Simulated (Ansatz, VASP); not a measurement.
**One calculation of ZrB2, two programs**

```xyz
3
Lattice="3.1004 0.0000 0.0000 -1.5502 2.6850 0.0000 0.0000 0.0000 3.4481" Properties=species:S:1:pos:R:3 pbc="T T T"
Zr    0.0000    0.0000    0.0000
B     0.0000    1.7900    1.7241
B     1.5502    0.8950    1.7241
```

Change from the starting cell: volume scaled by 0.94.

Alike in both runs: task single point; functional LDA; k mesh 12 × 12 × 9; occupations fermi-dirac, width 0.05 eV; no spin polarisation.

|  | VASP | Ansatz |
| --- | --- | --- |
| version | VASP 6.6.1 | Ansatz 0.2.0 |
| potentials or method | VASP PAW LDA potentials, release 64 (Zr_sv, B), cutoff 520 eV | all-electron LAPW, scalar-relativistic |

Ansatz gave:

```
pressure (GPa)                                  : 9.0
largest component of the traceless stress (GPa) : 0.15
```

Problem. Which values does VASP return?

Solution. Pressure (GPa): 9.6; largest component of the traceless stress (GPa): 0.16.

Ansatz ran all-electron here, so the differences hold the error of VASP's frozen core and of both bases.
